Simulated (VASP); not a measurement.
# V (P6_3/mmc) in VASP: further runs

The runs below take V through single point, with PBE.

Program: VASP 6.6.1. These are calculated values, not measurements. Logs are shortened: lines on timing, memory, paths and dates and some standing lists are left out, and cuts for length are marked.

**1. The structure**

It takes space group P6_3/mmc (No. 194, hexagonal). Conventional cell: a = 2.604 Å, b = 2.604 Å, c = 4.723 Å, α = 90.00°, β = 90.00°, γ = 120.00°. V (site symmetry -6m2) is surrounded by 12 V at 2.60 to 2.80 Å.

This isn't the form of V at room conditions, which is bcc.

**2. Single point, PBE, collinear spin, ferromagnetic start**

Input file INCAR:

```
ALGO = Normal ; EDIFF = 1E-7
ENCUT = 520 ; GGA = PE
ISIF = 2 ; ISMEAR = -1
ISPIN = 2 ; LASPH = True
LCHARG = False ; LMAXMIX = 4
LORBIT = 11 ; LREAL = False
LWAVE = False ; MAGMOM = 3.5 3.5
NBANDS = 24 ; NELM = 100
PREC = Accurate ; SIGMA = 0.05
```

Input file KPOINTS:

```
k-points
0
Gamma
  12 12 6
```

Input file POSCAR:

```
V
1.0
    2.6042941027      0.0000000000      0.0000000000
   -1.3021470513      2.2553848518      0.0000000000
    0.0000000000      0.0000000000      4.7233360000
V
2
Direct
    0.3333333333      0.6666666667      0.2500000000
    0.6666666667      0.3333333333      0.7500000000
```

Potentials or basis: VASP PAW PBE potentials, release 64 (V_sv).

The run is started by

```bash
cat potpaw_PBE.64/V_sv/POTCAR > POTCAR
mpirun -np 1 vasp_std > vasp.out
```

OUTCAR:

```text
EDIFF = 1E-7
   ENCUT = 520
   GGA = PE
   ISIF = 2
   ISMEAR = -1
   ISPIN = 2
   LASPH = True
   LORBIT = 11
   LREAL = False
   NELM = 100
   PREC = Accurate

 ion  position               nearest neighbor table
   1  0.333  0.667  0.250-   2 2.80   2 2.80   2 2.80   2 2.80   2 2.80   2 2.80
   2  0.667  0.333  0.750-   1 2.80   1 2.80   1 2.80   1 2.80   1 2.80   1 2.80

  LATTYP: Found a hexagonal cell.
 ALAT       =     2.6042941027
 C/A-ratio  =     1.8136722712

  Lattice vectors:

 A1 = (   2.6042941027,   0.0000000000,   0.0000000000)
 A2 = (  -1.3021470513,   2.2553848518,   0.0000000000)
 A3 = (   0.0000000000,   0.0000000000,   4.7233360000)

Analysis of symmetry for initial positions (statically):
=====================================================================
 Subroutine PRICEL returns:
 Original cell was already a primitive cell.

 Routine SETGRP: Setting up the symmetry group for a
 hexagonal supercell.

 Subroutine GETGRP returns: Found 24 space group operations
 (whereof 12 operations were pure point group operations)
 out of a pool of 24 trial point group operations.

The static configuration has the point symmetry D_3d.
 The point group associated with its full space group is D_6h.

Analysis of symmetry for dynamics (positions and initial velocities):
=====================================================================
 Subroutine PRICEL returns:
 Original cell was already a primitive cell.

 Routine SETGRP: Setting up the symmetry group for a
 hexagonal supercell.

 Subroutine GETGRP returns: Found 24 space group operations
 (whereof 12 operations were pure point group operations)
 out of a pool of 24 trial point group operations.

The dynamic configuration has the point symmetry D_3d.
 The point group associated with its full space group is D_6h.

Analysis of structural, dynamic, and magnetic symmetry:
=====================================================================
 Subroutine PRICEL returns:
 Original cell was already a primitive cell.

 Routine SETGRP: Setting up the symmetry group for a
 hexagonal supercell.

 Subroutine GETGRP returns: Found 24 space group operations
 (whereof 12 operations were pure point group operations)
 out of a pool of 24 trial point group operations.

The overall configuration has the point symmetry D_3d.
 The point group associated with its full space group is D_6h.

 Subroutine INISYM returns: Found 24 space group operations
 (whereof 12 operations are pure point group operations),
 and found     1 'primitive' translations

----------------------------------------------------------------------------------------

                                     Primitive cell

  volume of cell :      27.7434

  direct lattice vectors                    reciprocal lattice vectors
     2.604294103  0.000000000  0.000000000     0.383981210  0.221691655  0.000000000
    -1.302147051  2.255384852  0.000000000     0.000000000  0.443383310  0.000000000
     0.000000000  0.000000000  4.723336000     0.000000000  0.000000000  0.211714771

  length of vectors
     2.604294103  2.604294103  4.723336000     0.443383310  0.443383310  0.211714771

  position of ions in fractional coordinates (direct lattice)
     0.333333333  0.666666667  0.250000000
     0.666666667  0.333333333  0.750000000

  ion indices of the primitive-cell ions
   primitive index   ion index
                 1           1
                 2           2

----------------------------------------------------------------------------------------

 KPOINTS: k-points

Automatic generation of k-mesh.
 Grid dimensions read from file:
 generate k-points for:   12   12    6

 Generating k-lattice:

  Cartesian coordinates                     Fractional coordinates (reciprocal lattice)
     0.031998434  0.018474305  0.000000000     0.083333333 -0.000000000  0.000000000
     0.000000000  0.036948609  0.000000000     0.000000000  0.083333333  0.000000000
     0.000000000  0.000000000  0.035285795     0.000000000  0.000000000  0.166666667

  Length of vectors
     0.036948609  0.036948609  0.035285795

  Shift w.r.t. Gamma in fractional coordinates (k-lattice)
     0.000000000  0.000000000  0.000000000

 Subroutine IBZKPT returns following result:
 ===========================================

 Found     76 irreducible k-points:

 Following reciprocal coordinates:
            Coordinates               Weight
  0.000000  0.000000  0.000000      1.000000
  0.083333 -0.000000  0.000000      6.000000
  0.166667 -0.000000  0.000000      6.000000
  0.250000 -0.000000  0.000000      6.000000
  0.333333 -0.000000  0.000000      6.000000
  0.416667 -0.000000  0.000000      6.000000
[... 16 lines left out ...]
  0.250000 -0.000000  0.166667     12.000000
  0.333333 -0.000000  0.166667     12.000000
 [... further k-points ...]
   k-points           NKPTS =     76   k-points in BZ     NKDIM =     76   number of bands    NBANDS=     24
   number of dos      NEDOS =    301   number of ions     NIONS =      2
   total plane-waves  NPLWV =  14400
   dimension x,y,z NGX =    20 NGY =   20 NGZ =   36
   dimension x,y,z NGXF=    40 NGYF=   40 NGZF=   72
   ions per type =               2
   NGX,Y,Z   is equivalent  to a cutoff of  12.77, 12.77, 12.67 a.u.
   NGXF,Y,Z  is equivalent  to a cutoff of  25.53, 25.53, 25.34 a.u.
 SYSTEM =  unknown system
   PREC   = accura    normal or accurate (medium, high low for compatibility)
   ISTART =      0    job   : 0-new  1-cont  2-samecut
   ICHARG =      2    charge: 1-file 2-atom 10-const
   ISPIN  =      2    spin polarized calculation?
   LNONCOLLINEAR =      F non collinear calculations
   LSORBIT =      F    spin-orbit coupling
   LASPH  =      T    aspherical Exc in radial PAW
   ENCUT  =  520.0 eV  38.22 Ry    6.18 a.u.   4.84  4.84  8.78*2*pi/ulx,y,z
   NELM   =    100;   NELMIN=  2; NELMDL= -5     # of ELM steps
   EDIFF  = 0.1E-06   stopping-criterion for ELM
   LREAL  =      F    real-space projection
   EDIFFG = 0.1E-05   stopping-criterion for IOM
   NSW    =      0    number of steps for IOM
   IBRION =     -1    ionic relax: 0-MD 1-quasi-New 2-CG
   NFREE  =      0    steps in history (QN), initial steepest desc. (CG)
   ISIF   =      2    stress and relaxation
   ISYM   =      2    0-nonsym 1-usesym 2-fastsym
   POTIM  = 0.5000    time-step for ionic-motion
   TEBEG  =    0.0;   TEEND  =   0.0 temperature during run
   PSTRESS=    0.0 pullay stress
   NELECT =      26.0000    total number of electrons
   NUPDOWN=      -1.0000    fix difference up-down
   EMIN   =  10.00;   EMAX   =-10.00  energy-range for DOS
   EFERMI =   0.00;   METHOD = LEGACY
   ISMEAR =    -1;   SIGMA  =   0.05  broadening in eV -4-tet -1-fermi 0-gaus
   EFERMI_NEDOS =   21; number of points for ismear=-14 and -15
   IALGO  =     38    algorithm
   IMIX   =      4    mixing-type and parameters
     AMIX     =   0.40;   BMIX     =  1.00
     AMIX_MAG =   1.60;   BMIX_MAG =  1.00
  volume/ion in A,a.u.               =      13.87        93.61
  Fermi-wavevector in a.u.,A,eV,Ry     =   1.602062  3.027459 34.920768  2.566604
  Thomas-Fermi vector in A             =   2.698942
   LORBIT       =     11    0 simple, 1 ext, 2 COOP (PROOUT), +10 PAW based schemes
   GGA     = PE    functional components
   LHFCALC =     F    Hartree Fock is set to
   AEXX    =    0.0000 exact exchange contribution
   IVDW    =     0    specifies the selected vdW correction
   LEPSILON=     F    determine dielectric tensor
   LRPA    =     F    only Hartree local field effects (RPA)
 spin polarized calculation
  energy-cutoff  :      520.00
  volume of cell :       27.74
 maximum number of plane-waves:       771
 NGX is ok and might be reduce to    20
   NGX =  9   NGY =  9   NGZ = 17

 number of electron      26.0000014 magnetization       0.0008119

 number of electron      26.0000014 magnetization      -0.0002611

 Free energy of the ion-electron system (eV)
  ---------------------------------------------------
  ext. energy  EPLUGINS =         0.00000000
  ---------------------------------------------------
  free energy    TOTEN  =       -17.49697444 eV

  energy without entropy =      -17.47099467  energy(sigma->0) =      -17.48398455

 E-fermi :   9.6974     XC(G=0): -12.7271

 val. band max:        9.6822280374   @ k =   0.1667  -0.0000   0.0000
 cond. band min:       9.7126400509   @ k =   0.3333   0.1667   0.5000
 fundamental gap:      0.0304120135
 Fermi energy:         9.6973640449

 spin component 1

 k-point     1 :       0.0000    0.0000    0.0000
  band No.  band energies     occupation
      1     -54.3260      1.00000
      2     -54.2193      1.00000
      3     -28.4261      1.00000
      4     -27.7941      1.00000
      5     -27.6565      1.00000
      6     -27.6565      1.00000
[... 16 lines left out ...]
     23      27.8630      0.00000
     24      30.0870      0.00000

 k-point     2 :       0.0833   -0.0000    0.0000
  band No.  band energies     occupation
      1     -54.3137      1.00000
      2     -54.2102      1.00000
      3     -28.4075      1.00000
      4     -27.7950      1.00000
      5     -27.7149      1.00000
      6     -27.6720      1.00000
[... 16 lines left out ...]
     23      27.7472      0.00000
     24      29.8420      0.00000

 k-point     3 :       0.1667   -0.0000    0.0000
  band No.  band energies     occupation
      1     -54.2796      1.00000
      2     -54.1855      1.00000
      3     -28.3548      1.00000
      4     -27.8744      1.00000
      5     -27.8176      1.00000
      6     -27.7992      1.00000
[... 16 lines left out ...]
     23      28.4993      0.00000
     24      29.3255      0.00000
[... 514 lines left out ...]
 k-point    23 :       0.2500   -0.0000    0.1667
  band No.  band energies     occupation
      1     -54.2266      1.00000
      2     -54.1579      1.00000
      3     -28.2635      1.00000
      4     -28.0778      1.00000
      5     -28.0399      1.00000
      6     -27.8266      1.00000
[... 16 lines left out ...]
     23      26.7632      0.00000
     24      28.0842      0.00000

 k-point    24 :       0.3333   -0.0000    0.1667
  band No.  band energies     occupation
      1     -54.1780      1.00000
      2     -54.1251      1.00000
      3     -28.3271      1.00000
      4     -28.2534      1.00000
      5     -28.1357      1.00000
      6     -27.8438      1.00000
[... 16 lines left out ...]
     23      24.6257      0.00000
     24      26.7713      0.00000

 [... further k-points ...]

 spin component 2

 k-point     1 :       0.0000    0.0000    0.0000
  band No.  band energies     occupation
      1     -54.3261      1.00000
      2     -54.2194      1.00000
      3     -28.4262      1.00000
      4     -27.7942      1.00000
      5     -27.6565      1.00000
      6     -27.6565      1.00000
[... 16 lines left out ...]
     23      27.8629      0.00000
     24      30.0869      0.00000

 k-point     2 :       0.0833   -0.0000    0.0000
  band No.  band energies     occupation
      1     -54.3138      1.00000
      2     -54.2103      1.00000
      3     -28.4076      1.00000
      4     -27.7951      1.00000
      5     -27.7150      1.00000
      6     -27.6721      1.00000
[... 16 lines left out ...]
     23      27.7472      0.00000
     24      29.8419      0.00000

 k-point     3 :       0.1667   -0.0000    0.0000
  band No.  band energies     occupation
      1     -54.2797      1.00000
      2     -54.1856      1.00000
      3     -28.3549      1.00000
      4     -27.8745      1.00000
      5     -27.8177      1.00000
      6     -27.7993      1.00000
[... 16 lines left out ...]
     23      28.4992      0.00000
     24      29.3254      0.00000
[... 514 lines left out ...]
 k-point    23 :       0.2500   -0.0000    0.1667
  band No.  band energies     occupation
      1     -54.2267      1.00000
      2     -54.1580      1.00000
      3     -28.2636      1.00000
      4     -28.0779      1.00000
      5     -28.0400      1.00000
      6     -27.8267      1.00000
[... 16 lines left out ...]
     23      26.7631      0.00000
     24      28.0841      0.00000

 k-point    24 :       0.3333   -0.0000    0.1667
  band No.  band energies     occupation
      1     -54.1781      1.00000
      2     -54.1252      1.00000
      3     -28.3272      1.00000
      4     -28.2535      1.00000
      5     -28.1358      1.00000
      6     -27.8439      1.00000
[... 16 lines left out ...]
     23      24.6256      0.00000
     24      26.7712      0.00000

 [... further k-points ...]
[... 5 lines left out ...]
  --------------------------------------------------------------------------------------
  -------------------------------------------------------------------------------------
  Total        0.0097299      0.0097299     -0.1878802      0.0000000      0.0000000     -0.0000000
  in kB        0.5618982      0.5618982    -10.8500578      0.0000000      0.0000000     -0.0000000
  external PRESSURE =      -3.2420871 kB  Pullay stress =       0.0000000 kB

 VOLUME and BASIS-vectors are now :
 -----------------------------------------------------------------------------
  energy-cutoff  :      520.00
  volume of cell :       27.74
      direct lattice vectors                 reciprocal lattice vectors
     2.604294103  0.000000000  0.000000000     0.383981210  0.221691655  0.000000000
    -1.302147051  2.255384852  0.000000000     0.000000000  0.443383310  0.000000000
     0.000000000  0.000000000  4.723336000     0.000000000  0.000000000  0.211714771

 POSITION                                       TOTAL-FORCE (eV/Angst)
 -----------------------------------------------------------------------------------
     -0.00000      1.50359      1.18083         0.000000     -0.000000      0.000000
      1.30215      0.75179      3.54250        -0.000000      0.000000      0.000000
 -----------------------------------------------------------------------------------
    total drift:                                0.000000     -0.000000      0.000000

  FREE ENERGIE OF THE ION-ELECTRON SYSTEM (eV)
  ---------------------------------------------------
  free  energy   TOTEN  =       -17.4969744378 eV

  energy  without entropy=      -17.4709946661  energy(sigma->0) =      -17.48398455

 total charge

# of ion       s       p       d       tot
------------------------------------------
    1        2.343   6.208   3.077  11.628
    2        2.343   6.208   3.077  11.628
--------------------------------------------------
tot          4.686  12.417   6.154  23.256

 magnetization (x)

# of ion       s       p       d       tot
------------------------------------------
    1       -0.000  -0.000  -0.000  -0.000
    2       -0.000  -0.000  -0.000  -0.000
--------------------------------------------------
tot         -0.000  -0.000  -0.000  -0.000
```

It took 44 s on 1 thread of Intel Xeon 6975P-C (Granite Rapids), shared host; peak memory 0.19 GiB.

Results:

* Free energy: -17.4970 eV
* Pressure: -0.3 GPa
* Band gap on the k mesh: none (metal or under the smearing width)
* Net moment: 0.00 μB per cell
* Valence electrons inside the program's atomic spheres: V 11.63

Stress tensor (GPa, compression positive):
```
 0.06  0.00  0.00
 0.00  0.06  0.00
 0.00  0.00 -1.09
```

Levels at points of the mesh, in eV from the Fermi level:
Spin up:
| k point | band 10 | band 11 | band 12 | band 13 | band 14 | band 15 | band 16 | band 17 |
| --- | --- | --- | --- | --- | --- | --- | --- | --- |
| (0.00, 0.00, 0.00) | -3.43 | -0.58 | -0.24 | 0.33 | 0.33 | 0.64 | 0.64 | 1.83 |
| (0.50, 0.00, 0.00) | -2.84 | -2.70 | -0.36 | -0.19 | 0.30 | 0.62 | 2.95 | 3.51 |
| (0.00, 0.00, 0.50) | -5.09 | -1.02 | -1.02 | 0.37 | 0.37 | 0.37 | 0.37 | 2.50 |
| (0.50, 0.00, 0.50) | -3.24 | -1.79 | -1.79 | 1.62 | 1.62 | 1.65 | 1.65 | 3.57 |
Spin down:
```tsv
k point	band 10	band 11	band 12	band 13	band 14	band 15	band 16	band 17
(0.00, 0.00, 0.00)	-3.43	-0.58	-0.24	0.33	0.33	0.64	0.64	1.83
(0.50, 0.00, 0.00)	-2.84	-2.70	-0.36	-0.19	0.30	0.62	2.95	3.51
(0.00, 0.00, 0.50)	-5.09	-1.02	-1.02	0.37	0.37	0.37	0.37	2.50
(0.50, 0.00, 0.50)	-3.24	-1.79	-1.79	1.62	1.62	1.65	1.65	3.57
```

**3. Single point, PBE, collinear spin, ferromagnetic start**

Input file INCAR:

```
  PREC = Accurate
  ENCUT = 900
  EDIFF = 1E-8
  ISMEAR = 0
  SIGMA = 0.1
  LREAL = F
  LASPH = T
  NELM = 100
  ALGO = Normal
  ISIF = 2
  LWAVE = F
  LCHARG = F
  ISPIN = 2
  MAGMOM = 2 2
  LORBIT = 11
  LMAXMIX = 4
  GGA = PE
  ADDGRID = F
```

Input file KPOINTS:

```
Automatic mesh
0
Gamma
  21 21 10
```

POSCAR is that of step 2.

Potentials or basis: VASP PAW PBE potentials, release 64 (V_sv).

The run is started by

```bash
cat potpaw_PBE.64/V_sv/POTCAR > POTCAR
mpirun -np 1 vasp_std > vasp.out
```

It took 9.5 min on 1 thread of Intel Xeon Platinum 8488C (Sapphire Rapids), shared host; peak memory 0.58 GiB.

It converged, with:

```
Free energy                                           : -17.4870 eV
Pressure                                              : -0.2 GPa
Band gap on the k mesh                                : none (metal or under the smearing width)
Net moment                                            : 0.00 μB per cell
Valence electrons inside the program's atomic spheres : V 11.63
```

Stress tensor (GPa, compression positive):
```
 0.45  0.00  0.00
 0.00  0.45  0.00
 0.00  0.00 -1.50
```

Levels at points of the mesh, in eV from the Fermi level:
Spin up:
```tsv
k point	band 11	band 12	band 13	band 14	band 15	band 16
(0.00, 0.00, 0.00)	-0.59	-0.24	0.33	0.33	0.64	0.64
(0.00, 0.00, 0.50)	-1.03	-1.03	0.36	0.36	0.36	0.36
```
Spin down:
```csv
k point,band 10,band 11,band 12,band 13,band 14,band 15,band 16,band 17
"(0.00, 0.00, 0.00)",-3.43,-0.59,-0.24,0.33,0.33,0.64,0.64,1.83
"(0.00, 0.00, 0.50)",-5.09,-1.03,-1.03,0.36,0.36,0.36,0.36,2.49
```

[end of part 1 of 2]
